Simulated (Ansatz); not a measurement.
Below is a relaxed structure of SnSe. The cell was found from a structure generator's guess, not taken from experiment.

Theory: DFT PBE, scalar-relativistic, plane waves, PAW (Ansatz). Cutoff 420 eV, Γ-centred mesh, Gaussian smearing, no spin polarisation.

```
Sn Se
1.0
     6.16265    0.00000    0.00000
     3.05001    6.45458    0.00000
     3.05429   -0.04102    6.46899
Sn Se
4 4
Direct
  0.31354 0.77443 0.63429
  0.71893 0.22551 0.36571
  0.08499 0.63382 0.22759
  0.94678 0.36616 0.77234
  0.55224 0.63263 0.23034
  0.41580 0.36743 0.76975
  0.78268 0.77083 0.63546
  0.18504 0.22919 0.36452
```

The zero of energy is the elements' standard structures at the same level; no fitted shifts are applied. The references include grey tin.

Q: Find its symmetry and describe it.

A: P1 (No. 1). Conventional cell: a = 6.163 Å, b = 7.139 Å, c = 7.154 Å, α = 79.8°, β = 64.7°, γ = 64.7°. Sn on its first site has 3 Se at 2.77–2.88 Å and 2 Se at 3.28–3.43 Å; Sn on its second site is surrounded by 3 Se at 2.77–2.88 Å and 2 Se at 3.28–3.43 Å; Sn on its third site is surrounded by 3 Se at 2.77–2.88 Å and 2 Se at 3.28–3.42 Å; around Se on its first site lie 3 Sn at 2.77–2.88 Å and 2 Sn at 3.28–3.42 Å; 4 more sites not described.

Q: What is its formation energy per atom?

A: −0.391 eV/atom. Whether it is stable depends on the other phases of the system, which aren't compared here.

Q: Is it a metal?

A: No, the gap on the 6×4×4 mesh is 1.00 eV.

The last run used a 6×4×4 mesh (in the run's order of axes) for its 8-atom cell and Gaussian smearing of 0.02 eV. No dispersion correction is applied, so the spacing and binding between layers, chains or molecules are poorly described. Kohn–Sham gaps at this level usually fall short of measured ones. The reference form of Se is held partly by dispersion forces, which this level lacks. A later test with randomly moved atoms ended 1 meV/atom lower on a coarse mesh, in P1 at a loose tolerance, which is no clear verdict on its stability.
